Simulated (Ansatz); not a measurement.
# Ti2NOS MXene monolayer in a perpendicular field

Aim: how the Ti2NOS MXene monolayer screens a field along its normal, and what the field does to its bands. A positive field points along +c.

Method: plane-wave DFT, PBE-D3(BJ), Ansatz PAW, in Ansatz 0.2.0.

## 1. The structure

The cell holds 5 atoms: 1 S, 2 Ti, 1 N and 1 O. Cell: a = 3.029 Å, b = 3.029 Å, c = 41.626 Å, α = 90.0°, β = 90.0°, γ = 120.0°. Vacuum lies along c.

## 2. Relaxing the slab

The starting cell is a guess, so the in-plane lattice and the atoms are relaxed first, with the slab cut off from its images along the normal.

input.yaml

```yaml
crystal:
  lattice:
    - [3.02874, 0.0, 0.0]
    - [-1.51437, 2.6229657815, 0.0]
    - [0.0, 0.0, 41.625646757]
  atoms:
    - { symbol: S, position: [0.3333333333, 0.6666666667, 0.4360292611] }
    - { symbol: Ti, position: [0.6666666667, 0.3333333333, 0.4786151695], spin: 1.0 }
    - { symbol: "N", position: [0.0, 0.0, 0.5073248763] }
    - { symbol: Ti, position: [0.3333333333, 0.6666666667, 0.536034583], spin: 1.0 }
    - { symbol: O, position: [0.6666666667, 0.3333333333, 0.5639707389] }
  periodic: [true, true, false]
magnetization:
  spin_polarized: true
kpoints:
  mp_grid: { grid: [12, 12, 1] }
hamiltonian:
  xc: pbe
  dispersion: d3bj
scf:
  occupations: { method: fermi_dirac, width: 0.05 }
  convergence: { dr2_threshold: 1.0e-09 }
relax:
  f_tol: 0.004
  max_steps: 90
  cell: {}
output:
  write_potential: true
  write_density: true
  volumetric_format: npy
```

The run is started by

```sh
ansatz run input.yaml --threads 2 --pin off --max-ram 3072MiB --backend cpu --events-out ev --progress --plain --runs-dir out
```

Numbers of over 12 decimals in the logs are rounded to 6 here.

The log of the run:

```text
Warning: relax.cell: scf.convergence.dr2_threshold = 1e-9 eV is looser than the 2.12878784446e-10 eV advised for a relaxation that steers and ends on the stress (1e-10 eV for each atom of the cell: 5, times the square of relax.cell.stress_2d_tol = 0.05 N/m over 15.3 Å (the atoms' height at the walk's start and 5 Å past either face), 3.263e-2 GPa, over a crystal's default 0.05). What an SCF threshold leaves in a stress goes as its square root, and in the free energy as the threshold itself, and one threshold admits the most on a small cell: [figures from the program's tests cut] Set scf.convergence.dr2_threshold to 2.12878784446e-10 eV or tighter. [rest of the remark cut]
Engine: ansatz 0.2.0, x86_64-unknown-linux-gnu
Pseudopotentials: kind: paw
Pseudopotential: S, paw, valence charge 6, recommended cutoff 420 eV (normal), S.paw.azcp
Pseudopotential: Ti, paw, valence charge 12, recommended cutoff 420 eV (normal), Ti.paw.azcp
Pseudopotential: N, paw, valence charge 5, recommended cutoff 420 eV (normal), N.paw.azcp
Pseudopotential: O, paw, valence charge 6, recommended cutoff 420 eV (normal), O.paw.azcp
Functional definition: PBE
  parameter kappa = 0.804
  parameter beta = 0.066725
  exchange = pbe_x(kappa = kappa, mu = beta*pi^2/3)
  correlation = pbe_c(beta = beta)
Crystal: 5 atoms, lattice volume = 330.686 Å³
Basis set: ecut = 420 eV, 6367 PW (Γ), exchange–correlation on 48×48×576 points (8 copies of the dense FFT grid, shifted against one another)
Bands: 27, of which v1, the nominal top of the filled ones, is band 21 counted from 1 (20 counted from 0)
Symmetry: 6 space group operations
Space group: P3m1 (ITA 156), of the structure as read, at distance tolerance 6.9e-5 Å
Magnetic group: BNS 156.49 (UNI 1279), of the structure as read, at distance tolerance 6.9e-5 Å
k-points: 19 of 144 (time reversal used)
Non-local potential: S, projectors of the file, l = 0: 2, l = 1: 2, l = 2: 2
Non-local potential: Ti, projectors of the file, l = 0: 3, l = 1: 2, l = 2: 3, l = 3: 1
Non-local potential: N, projectors of the file, l = 0: 2, l = 1: 2, l = 2: 1
Non-local potential: O, projectors of the file, l = 0: 2, l = 1: 2, l = 2: 1
PAW form: soft (Blöchl's): semilocal exchange-correlation on the pseudo side does not see the compensation charge
PAW one-centre angular grid: S, 110 points (default); XC on 64 Gauss nodes
PAW one-centre angular grid: Ti, 590 points (default); XC on 64 Gauss nodes
PAW one-centre angular grid: N, 110 points (default); XC on 64 Gauss nodes
PAW one-centre angular grid: O, 110 points (default); XC on 64 Gauss nodes
Initial density: superposition of atomic densities (neutral atoms: chi_scale 0, normalization atom)
Starting moments: Σ|m| = 2 μB on 2 of 5 sites
Initial wavefunctions: pseudopotential atomic-orbital guess
Functional: x = pbe(κ = 0.804, μ = 0.219515), c = pbe(β = 0.066725)
SCF iter   1: F=—  HF=-6865.432403 eV  |F-HF|=—  |Δ(HF+E_count)|=         —  Δρ=3.89e-2 (↑3.89e-2 ↓3.08e-2)  dr2=2.43e1  dr2_m=3.68e-1  M=0.882 μB ∫|m|=0.983 μB  β_m=0.30  ethr=3.10e-3  ⟨swp⟩=13.7  Hψ=7335  notcnv=0
Mixer restart at iter 1: flushing history
preconditioner: auto → LDOS  [metal: Δε(μ)=0.033 eV  Ē_g=10.021 eV  σ=0.050 eV  W_gap=0.16  n_scr=24 (ndim 8)  ℏωp=10.2 eV  f_vac=0.783  D(μ)=1.68/eV (n_scr^D=12)]
spin=Collinear: LDOS preconditioning applied to the charge; magnetization (m = ρ↑ − ρ↓) channel mixes plain (no charge-response kernel on spin).
SCF iter   2: F=—  HF=-6861.204332 eV  |F-HF|=—  |Δ(HF+E_count)|=    4.23e0  Δρ=1.83e-2 (↑1.83e-2 ↓1.19e-2)  dr2=3.67e0  dr2_m=2.11e-1  M=0.691 μB ∫|m|=0.895 μB  β_m=0.40  ethr=3.10e-3  ⟨swp⟩=5.1  Hψ=3319  notcnv=0  defer=31
SCF iter   3: F=—  HF=-6860.457002 eV  |F-HF|=—  |Δ(HF+E_count)|=   7.47e-1  Δρ=7.09e-3 (↑7.09e-3 ↓6.70e-3)  dr2=2.69e-1  dr2_m=7.39e-2  M=0.501 μB ∫|m|=0.731 μB  β_m=0.63  ethr=3.10e-3  ⟨swp⟩=4.0  Hψ=2696  notcnv=0  defer=28
SCF iter   4: F=—  HF=-6860.679899 eV  |F-HF|=—  |Δ(HF+E_count)|=         —  Δρ=6.07e-3 (↑6.07e-3 ↓3.24e-3)  dr2=1.10e-1  dr2_m=5.68e-2  M=0.154 μB ∫|m|=0.265 μB  β_m=0.63  ethr=6.57e-4  ⟨swp⟩=3.7  Hψ=2428  notcnv=0  defer=28
SCF iter   5: F=—  HF=-6860.655782 eV  |F-HF|=—  |Δ(HF+E_count)|=   2.41e-2  Δρ=2.02e-3 (↑2.02e-3 ↓1.44e-3)  dr2=1.05e-2  dr2_m=8.19e-3  M=0.080 μB ∫|m|=0.144 μB  β_m=0.81  ethr=2.69e-4  ⟨swp⟩=3.2  Hψ=1984  notcnv=0  defer=30
SCF iter   6: F=—  HF=-6860.658438 eV  |F-HF|=—  |Δ(HF+E_count)|=   2.66e-3  Δρ=7.37e-4 (↑3.91e-4 ↓7.37e-4)  dr2=2.15e-3  dr2_m=5.82e-4  M=0.026 μB ∫|m|=0.049 μB  β_m=0.83  ethr=2.56e-5  ⟨swp⟩=3.0  Hψ=2550  notcnv=0  defer=30
SCF iter   7: F=—  HF=-6860.658202 eV  |F-HF|=—  |Δ(HF+E_count)|=   2.36e-4  Δρ=2.60e-4 (↑2.60e-4 ↓2.04e-4)  dr2=9.28e-5  dr2_m=1.36e-4  M=0.012 μB ∫|m|=0.022 μB  β_m=0.85  ethr=5.23e-6  ⟨swp⟩=3.2  Hψ=2521  notcnv=0  defer=28
SCF iter   8: F=—  HF=-6860.658280 eV  |F-HF|=—  |Δ(HF+E_count)|=   7.85e-5  Δρ=5.62e-5 (↑5.62e-5 ↓5.24e-5)  dr2=4.06e-5  dr2_m=6.56e-6  M=0.003 μB ∫|m|=0.005 μB  β_m=0.81  ethr=2.26e-7  ⟨swp⟩=3.9  Hψ=2561  notcnv=0  defer=28
SCF iter   9: F=—  HF=-6860.658277 eV  |F-HF|=—  |Δ(HF+E_count)|=   3.42e-6  Δρ=2.69e-5 (↑2.12e-5 ↓2.69e-5)  dr2=7.97e-6  dr2_m=9.93e-7  M=0.001 μB ∫|m|=0.002 μB  β_m=0.75  ethr=9.91e-8  ⟨swp⟩=3.2  Hψ=1953  notcnv=0  defer=28
SCF iter  10: F=—  HF=-6860.658279 eV  |F-HF|=—  |Δ(HF+E_count)|=   1.77e-6  Δρ=6.38e-6 (↑6.38e-6 ↓5.55e-6)  dr2=3.42e-7  dr2_m=7.12e-8  M=0.000 μB ∫|m|=0.000 μB  β_m=0.86  ethr=1.94e-8  ⟨swp⟩=3.0  Hψ=1846  notcnv=0  defer=28
SCF iter  11: F=—  HF=-6860.658279 eV  |F-HF|=—  |Δ(HF+E_count)|=   9.98e-7  Δρ=2.22e-6 (↑1.52e-6 ↓2.22e-6)  dr2=3.76e-8  dr2_m=3.78e-9  M=0.000 μB ∫|m|=0.000 μB  β_m=0.81  ethr=8.33e-10  ⟨swp⟩=3.3  Hψ=2263  notcnv=0  defer=28
SCF iter  12: F=—  HF=-6860.658280 eV  |F-HF|=—  |Δ(HF+E_count)|=   5.26e-8  Δρ=5.89e-7 (↑5.89e-7 ↓4.39e-7)  dr2=8.69e-10  dr2_m=5.26e-10  M=0.000 μB ∫|m|=0.000 μB  β_m=0.85  ethr=9.17e-11  ⟨swp⟩=3.9  Hψ=2358  notcnv=0  defer=28
SCF iter  13: F=—  HF=-6860.658280 eV  |F-HF|=—  |Δ(HF+E_count)|=   2.10e-8  Δρ=2.30e-7 (↑1.74e-7 ↓2.30e-7)  dr2=2.06e-10  dr2_m=8.03e-11  M=0.000 μB ∫|m|=0.000 μB  β_m=0.87  ethr=2.12e-12  ⟨swp⟩=3.3  Hψ=2302  notcnv=0  defer=28
SCF iter  14: F=-6860.658280 eV  HF=-6860.658280 eV  |F-HF|=1.77e-10  |Δ(HF+E_count)|=   1.58e-9  Δρ=8.20e-8 (↑6.53e-8 ↓8.20e-8)  dr2=2.74e-11  dr2_m=1.05e-11  M=0.000 μB ∫|m|=0.000 μB  ethr=1.00e-12  ⟨swp⟩=8.3  Hψ=7296  notcnv=0
[...]
relax step   5: F+E_penalty+E_count = -6861.24751525 eV  Δ(F+E_penalty+E_count) = -3.622e-6 eV  max|allowed force component| = 1.674e-3 eV/Å  Δτ_max = 0.0009 Å  P = +0.015 N/m  Ω = 335.831 Å³  energy of the carried Pulay correction = -2.103e-3 eV  fix = [c, alpha, beta]  reactions: c +0.000 N/m  (9 SCF iters, accepted)
[...]
relax step   6: F+E_penalty+E_count = -6861.24974341 eV  Δ(F+E_penalty+E_count) = -2.228e-3 eV  max|allowed force component| = 1.753e-3 eV/Å  Δτ_max = 0.0000 Å  P = +0.062 N/m  Ω = 335.831 Å³  fix = [c, alpha, beta]  reactions: c +0.000 N/m  stress off target by 6.21e-2 N/m on what of the cell is left free  SCF on the basis re-selected at this cell (its energy is not comparable with the rows above)  (9 SCF iters)
[...]
relax step   7: F+E_penalty+E_count = -6861.24970390 eV  Δ(F+E_penalty+E_count) = +3.951e-5 eV  max|allowed force component| = 8.773e-4 eV/Å  Δτ_max = 0.0003 Å  P = +0.011 N/m  Ω = 335.946 Å³  energy of the carried Pulay correction = -4.577e-5 eV  fix = [c, alpha, beta]  reactions: c +0.000 N/m  (9 SCF iters, accepted)
iter 1 solved again at ethr=2.02e-7 eV; its pass at ethr=3.10e-3 eV (dr2=8.27e-5 eV) is discarded
SCF iter   1: F=—  HF=-6861.249621 eV  |F-HF|=—  |Δ(HF+E_count)|=         —  Δρ=5.73e-7 (↑5.42e-7 ↓5.73e-7)  dr2=4.22e-9  dr2_m=2.72e-12  M=-0.000 μB ∫|m|=0.000 μB  β_m=0.65  ethr=2.02e-7  ⟨swp⟩=7.0  Hψ=12810  notcnv=0
eigensolver tolerance schedule: the retry pair's looser diagonalisation over-reported the residual by 19593.78 of it (diagonalisation noise at an unbounded share of the residual, at the tolerance the schedule requests for it); recorded, not acted on — ethr = c·dr2/N_el stays at c = 1.0e-1
preconditioner: auto → Resta (q_TF=auto, 1.922 Å⁻¹)  ε∞=2.4  [insulator: Δε(μ)=0.143 eV  Ē_g=8.556 eV  σ=0.050 eV  W_gap=0.55  n_scr=24 (ndim 8)  ℏωp=10.1 eV  f_vac=0.799  D(μ)=1.76/eV (n_scr^D=12)  ε∞_Penn≈2.4  vacuum switching on, ρ_ref=5.3e-3 e/Å³]
spin=Collinear: Resta preconditioning applied to the charge; magnetization (m = ρ↑ − ρ↓) channel mixes plain (no charge-response kernel on spin).
SCF iter   2: F=—  HF=-6861.249729 eV  |F-HF|=—  |Δ(HF+E_count)|=   1.08e-4  Δρ=6.98e-7 (↑6.98e-7 ↓6.69e-7)  dr2=8.48e-9  dr2_m=1.10e-12  M=-0.000 μB ∫|m|=0.000 μB  β_m=0.30  ethr=1.03e-11  ⟨swp⟩=6.4  Hψ=4304  notcnv=0
SCF iter   3: F=—  HF=-6861.249729 eV  |F-HF|=—  |Δ(HF+E_count)|=  8.10e-10  Δρ=2.92e-7 (↑2.92e-7 ↓2.66e-7)  dr2=1.36e-9  dr2_m=1.34e-12  M=-0.000 μB ∫|m|=0.000 μB  β_m=0.45  ethr=1.03e-11  ⟨swp⟩=2.4  Hψ=1524  notcnv=0
SCF iter   4: F=-6861.249729 eV  HF=-6861.249729 eV  |F-HF|=5.99e-10  |Δ(HF+E_count)|=  2.29e-10  Δρ=2.10e-7 (↑2.10e-7 ↓1.89e-7)  dr2=9.21e-10  dr2_m=6.82e-13  M=-0.000 μB ∫|m|=0.000 μB  ethr=2.44e-12  ⟨swp⟩=13.7  Hψ=8732  notcnv=0
the starting moments were not kept: the SCF closed with an absolute magnetisation of 2.3e-6 μB, where they sum to 2 μB in size (2 sites). That is at most 0.1 of that sum. Measured as dr2_m measures the in/out step, that magnetisation stands 7.9e-13 eV from none, at or under the dr2_threshold of 1.0e-9 eV: it is no larger than a step whose dr2_m would equal this threshold.
SCF 8 converged in 4 iterations: F = -6861.249729 eV  dr2 = 9.21e-10
relax step   8: F+E_penalty+E_count = -6861.24972922 eV  Δ(F+E_penalty+E_count) = -2.533e-5 eV  max|allowed force component| = 8.791e-4 eV/Å  Δτ_max = 0.0000 Å  P = +0.011 N/m  Ω = 335.946 Å³  fix = [c, alpha, beta]  reactions: c +0.000 N/m  stress off target by 1.11e-2 N/m on what of the cell is left free  SCF on the basis re-selected at this cell (its energy is not comparable with the rows above)  (4 SCF iters)
basis re-selected at this cell: Δ(F+E_penalty+E_count) = -2.533e-5 eV, ΔP = +0.001 N/m vs the last step (what re-selecting the basis moved, of the pressure what is left beyond the Pulay correction that the steps carried, after the strain that the cell walked since its last selection, with what the two solves' SCF thresholds leave and, on support functions, any second-order correction that the steps lacked; it is no m [...]
WARN: The output density's exchange-correlation potential varies sharply where the density is thin. Do not read a vacuum level from v_tot or v_xc, or from such a field of the output density. On a cell that repeats whose density bears no net charge and no dipole along the vacuum's axis use v_es (v_loc + v_h of the components); under efield.dipole_correction with no amplitude use v_es + v_field, which holds any externa [...]
SCF converged after 4 iterations
Magnetization: -0.0000 μB (20.5000 up, 20.5000 down)
Absolute magnetization: 0.0000 μB (∫|ρ↑−ρ↓|, with the PAW one-centre terms)
Spin contamination: 0.0000 ħ² per cell (⟨S²⟩ above its minimum at these occupations)
Per-site moments (μB) at R_I (Å): [(2.0305957806145208e-7, 0.975916), (-3.753539427037556e-7, 0.879727), (3.524310692806662e-7, 0.879727), (-5.816040884182775e-7, 0.818915), (1.0136789835407699e-7, 0.818915)]
Free energy (F): -6861.249729 eV
Harris-Foulkes:  -6861.249729 eV  (|F-HF|=5.99e-10)
Internal energy: -6861.234373 eV  (E = F + TS)
E sigma→0 (E₀):  -6861.242051 eV
Entropy (-TS):   -0.015356 eV (-3.071 meV/atom)
Fermi energy:    -5.624428 eV
--- Per-component energies (eV) ---
  E_band       = -1037.799589
  E_kinetic    = 961.865797
  E_local      = -161512.185573  (includes V_loc(G=0)·N_el)
  E_nonlocal   = 132.753450
  E_hartree    = 80142.046035
  E_xc         = -429.667615
  E_vxc        = -506.955153  (∫ρ·V_xc dr)
  E_paw        = -2978.188299  (= ΣΔE_a)
  E_vpaw       = -397.368889  (= ΣTr[D̂ρ^β])
  E_aug_tail   = 0.002774  (compensation charges beyond the density's cutoff)
  E_ewald      = 76823.640403
  E_disp       = -1.501345  (pairwise vdW)
  E_smearing   = -0.015356  (= −TS)
  E_closure    = -0.000000  (closes the sum)
  Σ components = -6861.249729   (vs F -6861.249729, Δ=0.00e0)
--- Forces (eV/Å), atoms counted from 1 ---
  atom   1  S      0.00000000    -0.00000000    -0.00050884
  atom   2  Ti     0.00000000     0.00000000    -0.00037437
  atom   3  N      0.00000000     0.00000000     0.00088031
  atom   4  Ti     0.00000000     0.00000000     0.00061100
  atom   5  O      0.00000000     0.00000000    -0.00060230
  max |Σ_I F_I| component: 5.79e-6 eV/Å
--- 2D stress c σ (N/m, compression-positive) ---
        0.011090       0.000000      -0.000000
        0.000000       0.011090      -0.000000
       -0.000000      -0.000000       0.000000
  P = ½ c Tr σ = 0.0111 N/m
--- Band table (eV; the first three rows and the last of 38) ---
  k-point 0 ↑: bands = [... 17 lower, -7.9980, -5.6854, -5.6854, -5.5124, -5.5124, -5.1105, -4.3000, -4.3000, ... 2 higher]
  k-point 1 ↑: bands = [... 17 lower, -7.9118, -6.3624, -6.0929, -5.4512, -5.0868, -4.8196, -4.2934, -4.2381, ... 2 higher]
  k-point 2 ↑: bands = [... 17 lower, -8.3088, -7.0889, -6.4286, -5.7385, -4.8222, -4.4765, -4.2367, -3.9086, ... 2 higher]
  k-point 18 ↓: bands = [... 17 lower, -9.5760, -9.1646, -8.3785, -4.8240, -4.7907, -4.0265, -3.6947, -3.4084, ... 2 higher]
  the weakly bound empty levels are not read free of the cell's end (no_gap_told)
--- Relaxed structure (6 steps of the walk, 6 accepted, 2 SCFs on fresh bases) ---
  F+E_penalty+E_count = -6861.24972922 eV   max|allowed force component| = 8.791e-4 eV/Å   (the final SCF, on the basis selected at the relaxed cell)
  cell:  # Å, volume = 335.9463 Å³
    - [3.052735, 0, 0]
    - [-1.526368, 2.643746, 0]
    - [0, 0, 41.625646757]
  atoms:
    - { symbol: S, position: [0.333333, 0.666667, 0.440453] }
    - { symbol: Ti, position: [0.666667, 0.333333, 0.478368] }
    - { symbol: N, position: [0, 0, 0.507215] }
    - { symbol: Ti, position: [0.333333, 0.666667, 0.536994] }
    - { symbol: O, position: [0.666667, 0.333333, 0.558944] }
```

It took 4.7 min on 2 threads of Intel Xeon at 2.70GHz, shared host; peak memory 0.81 GiB; 8.8 min of CPU time.

Relaxation path:

```csv
step,energy less that of the first step (eV),largest force component (eV/Å),volume (Å³)
1,0.0000,3.3307,330.69
2,-0.5593,1.0840,337.27
3,-0.5830,0.4019,333.35
4,-0.5892,0.0134,335.81
5,-0.5892,0.0017,335.83
6*,-0.5915,0.0018,335.83
7,-0.5914,0.0009,335.95
8*,-0.5914,0.0009,335.95
```

Relaxation steps marked * repeat the geometry before them on a plane-wave basis chosen anew for their cell, so energy and pressure can jump there.

The run keeps the 6 symmetry operations that it works with, so distortions that break them were not tested.

```csv
cell as run,before,after,change
a (Å),3.029,3.053,+0.8 %
b (Å),3.029,3.053,+0.8 %
```

The atoms that moved most (Å, along periodic axes as changes of fractional coordinates times the final cell, across vacuum about the mean position):

```csv
atom,dx,dy,dz,length
O5,0.000,0.000,-0.209,0.209
S1,0.000,0.000,0.184,0.184
Ti4,0.000,0.000,0.040,0.040
Ti2,0.000,0.000,-0.010,0.010
```

The relaxed structure:

```xyz
5
Lattice="3.0527 0.0000 0.0000 -1.5264 2.6437 0.0000 0.0000 0.0000 41.6256" Properties=species:S:1:pos:R:3
S     0.0000    1.7625   18.3341
Ti    1.5264    0.8812   19.9124
N     0.0000    0.0000   21.1132
Ti    0.0000    1.7625   22.3527
O     1.5264    0.8812   23.2664
```

This step gave:

```
energy at zero smearing : -6861.2421 eV
```

The lattice constant a goes from 3.029 to 3.053 Å.

(Continued in part 2 of 2.)

[Logs are printed without paths, hosts, clocks, repeated set-up lines and the standing remarks that a program may print on its own settings, such as how far it seeks lower states.]

[Hosts, paths, dates, database ids (printed as entryN), source tags and the programs' standing remarks are cut or masked in the printed files.]

[Maps of the electrostatic potential energy from Ansatz leave out the sawtooth potential of an applied field or a dipole correction, so their vacuum need not be flat; planar profiles and work functions include it.]
